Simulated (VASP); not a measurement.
SiC:

```
Si C
1.0
     0.00000    2.17900    2.17900
     2.17900    0.00000    2.17900
     2.17900    2.17900    0.00000
Si C
1 1
Direct
  0.00000 0.00000 0.00000
  0.25000 0.25000 0.25000
```

Base run:

```yaml
Program: VASP 6.6.1
Functional: PBEsol
Potentials_or_basis: VASP PAW PBE potentials, release 64 (Si, C)
Cutoff: 520 eV
k_mesh: 10 × 10 × 10
Occupations: gaussian, width 0.03 eV
Spin: no spin polarisation
```

Its results: band gap on the k mesh 1.23 eV, indirect (least direct gap 4.44 eV); pressure 0.2 GPa.

Question: The run is repeated on the same cell with these changes: functional from PBEsol to LDA; potentials or basis from VASP PAW PBE potentials, release 64 (Si, C) to VASP PAW LDA potentials, release 64 (Si, C). What comes out?

Answer: Band gap on the k mesh 1.30 eV, indirect (least direct gap 4.50 eV); pressure -4.0 GPa.

Caveats: the PAW data sets were made with another functional, which shifts forces and pressure a little (some runs).
